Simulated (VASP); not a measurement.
# Be16H (a cell with a defect): single point with PBE

Be16H (a cell with a defect):

```
Be H
1.0
    -2.29000   -3.96640    0.00000
     3.43500   -1.98320    0.00000
     0.00000    0.00000    7.17686
Be H
16 1
Direct
  0.74980 0.50721 0.99681
  0.49255 0.33813 0.25371
  0.74974 0.49470 0.50245
  0.49930 0.33416 0.75049
  0.49245 0.99356 0.99644
  0.24978 0.83107 0.25075
  0.49935 0.99771 0.49968
  0.24977 0.83122 0.74707
  0.24974 0.50054 0.99949
  0.00686 0.33790 0.25369
  0.24974 0.50060 0.50309
  0.00027 0.33420 0.75048
  0.00701 0.99364 0.99648
  0.74990 0.82441 0.25338
  0.00028 0.99765 0.49972
  0.74977 0.83709 0.74773
  0.74953 0.16524 0.12487
```

The cell was built by a generator and needn't be a form met in nature.

```json
{
  "Program": "VASP 6.6.1",
  "Task": "single point",
  "Functional": "PBE",
  "Potentials or basis": "VASP PAW PBE potentials, release 64 (Be, H)",
  "Cutoff": "520 eV",
  "k mesh": "5 × 5 × 3",
  "Occupations": "fermi-dirac, width 0.15 eV",
  "Spin": "no spin polarisation",
  "Dipole correction": "no",
  "Further INCAR settings": "LREAL = Auto; ALGO = Fast; EDIFF = 1e-06; NBANDS = 30"
}
```

| Quantity | Value |
| --- | --- |
| Pressure | 0.0 GPa |
| Largest force | 0.013 eV/Å |
| Band gap on the k mesh | none (metal or under the smearing width) |

Forces in eV/Å, atoms in the order of the input:
```
Be   0.006 -0.002 -0.001
Be  -0.005  0.002 -0.001
Be   0.009 -0.006  0.002
Be  -0.010  0.006 -0.001
Be   0.004 -0.007  0.001
Be  -0.002  0.003  0.002
Be   0.008 -0.004  0.000
Be  -0.009  0.005 -0.001
Be   0.005 -0.002 -0.003
Be  -0.003 -0.003  0.001
Be   0.007 -0.005  0.001
Be  -0.011  0.008  0.000
Be   0.006 -0.001 -0.002
Be  -0.008  0.008  0.000
Be   0.010 -0.004 -0.001
Be  -0.010  0.006 -0.002
H    0.003 -0.003  0.004
```

Stress tensor (GPa, compression positive):
```
 0.30  0.92  0.07
 0.92  1.36 -0.04
 0.07 -0.04 -1.59
```

Levels at points of the mesh, in eV from the Fermi level:
```tsv
k point	band 12	band 13	band 14	band 15	band 16	band 17	band 18	band 19	band 20	band 21
(0.00, 0.00, 0.00)	-4.21	-4.11	-3.65	-0.02	0.00	0.33	0.43	0.77	1.04	1.05
```

Run time: 120 s on 1 thread of Intel(R) Xeon(R) 6975P-C (Granite Rapids), with other jobs on the host, peak memory 0.26 GiB.
